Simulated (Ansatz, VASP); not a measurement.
# One calculation of BAs, two programs

```xyz
2
Lattice="0.0000 2.3431 2.3431 2.3431 0.0000 2.3431 2.3431 2.3431 0.0000" Properties=species:S:1:pos:R:3 pbc="T T T"
B     0.0000    0.0000    0.0000
As    1.1715    1.1715    1.1715
```

Alike in both runs: task single point; functional r2SCAN; k mesh 10 × 10 × 10; occupations gaussian, width 0.02 eV; no spin polarisation.

```csv
,VASP,Ansatz
version,VASP 6.6.1,Ansatz 0.2.0
potentials or method,"VASP PAW PBE potentials, release 64 (B, As)","scalar-relativistic, plane waves, PAW"
plane-wave cutoff (eV),520,500
valence electrons in the cell,8,18
```

|  | VASP | Ansatz | Ansatz less VASP |
| --- | --- | --- | --- |
| gap on the k mesh at the Fermi level (eV) | 1.31 | 1.31 | +0.003 |
| least direct gap on the mesh (eV) | 3.51 | 3.51 | -0.003 |
| pressure (GPa) | 10.3 | 9.9 | -0.42 |

With one functional, cell and mesh, what is left measures potentials, basis and numerics. The two sets of potentials don't hold the same shells in valence.

Caveats: the PAW data sets were made with another functional, which shifts forces and pressure a little (VASP). A k mesh can miss the band edges. r2SCAN opens gaps a little over a GGA but as a rule still falls short of measured ones.
